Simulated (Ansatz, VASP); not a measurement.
# Two plane-wave programs on BaS

The input INCAR:

```
SYSTEM = BaS
  PREC = Accurate
  ENCUT = 520
  EDIFF = 1E-7
  ISMEAR = 0
  SIGMA = 0.01
  LREAL = .False.
  LASPH = .True.
  NELM = 80
  ALGO = Normal
  ISIF = 2
  LWAVE = .False.
  LCHARG = .False.
  GGA = PE
  NBANDS = 15
```

Contents of KPOINTS:

```
Automatic mesh
0
Gamma
  4 4 4
  0 0 0
```

File POSCAR:

```
BaS
1.0
    0.0000000000      3.1937500000      3.1937500000
    3.1937500000      0.0000000000      3.1937500000
    3.1937500000      3.1937500000      0.0000000000
Ba S
1 1
Direct
    0.9824600000      0.0176200000      0.0263800000
    0.4703200000      0.4911500000      0.5464300000
```

Input for Ansatz:

```yaml
crystal:
  lattice:
    - [0.0, 3.19375, 3.19375]
    - [3.19375, 0.0, 3.19375]
    - [3.19375, 3.19375, 0.0]
  atoms:
    - { symbol: Ba, position: [0.98246, 0.01762, 0.02638] }
    - { symbol: S, position: [0.47032, 0.49115, 0.54643] }
basis:
  ecutwfc: 540.0
  xc_grid: 2
kpoints:
  mp_grid:
    grid: [4, 4, 4]
hamiltonian:
  xc: pbe
scf:
  convergence:
    dr2_threshold: 1.0e-09
  occupations:
    method: fixed
output:
  forces: true
  stress: true
```

Alike in both runs: task single point; functional PBE; k mesh 4 × 4 × 4; no spin polarisation.

|  | VASP | Ansatz |
| --- | --- | --- |
| version | VASP 6.6.1 | Ansatz 0.2.0 |
| potentials or method | VASP PAW PBE potentials, release 64 (Ba_sv, S) | plane waves, PAW |
| plane-wave cutoff (eV) | 520 | 540 |
| occupations | gaussian, width 0.01 eV | fixed |
| valence electrons in the cell | 16 | 16 |

Ansatz gave:

- pressure (GPa): 1.0
- largest component of the traceless stress (GPa): 0.42
- rms of the force components (eV/Å): 0.145

Problem. What did VASP give for the same quantities?

Solution. Pressure (GPa): 1.6; largest component of the traceless stress (GPa): 0.46; rms of the force components (eV/Å): 0.158.

Atom by atom the forces differ by 0.013 eV/Å (rms over components). Ansatz warned: «stress_scf_threshold_loose».

Caveats: the k mesh is coarse (spacing up to 0.43 Å⁻¹), so the values aren't converged. A k mesh can miss the band edges.
